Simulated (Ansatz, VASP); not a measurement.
# One calculation of Ga, two programs

```
Ga
1.0
     2.73447    0.00000    0.00000
     0.00000    2.73447    0.00000
     0.00000    0.00000    2.73447
Ga
1
Direct
  0.00000 0.00000 0.00000
```

The cell was built by a generator and needn't be a form met in nature.

Alike in both runs: task single point; functional PBE; k mesh 10 × 10 × 10; occupations fermi-dirac, width 0.05 eV; no spin polarisation.

```csv
,VASP,Ansatz
version,VASP 6.6.1,Ansatz 0.2.0
potentials or method,"VASP PAW PBE potentials, release 64 (Ga_d)",Ansatz PAW
plane-wave cutoff (eV),520,420
valence electrons in the cell,13,13
```

VASP gave:

| Property | Result |
| --- | --- |
| gap on the k mesh at the Fermi level (eV) | none |
| pressure (GPa) | -0.4 |

Task: What did Ansatz give for the same quantities?

Result: gap on the k mesh at the Fermi level (eV): none; pressure (GPa): -0.5.

A gap of «none» marks a metal or a gap that the smearing closes.
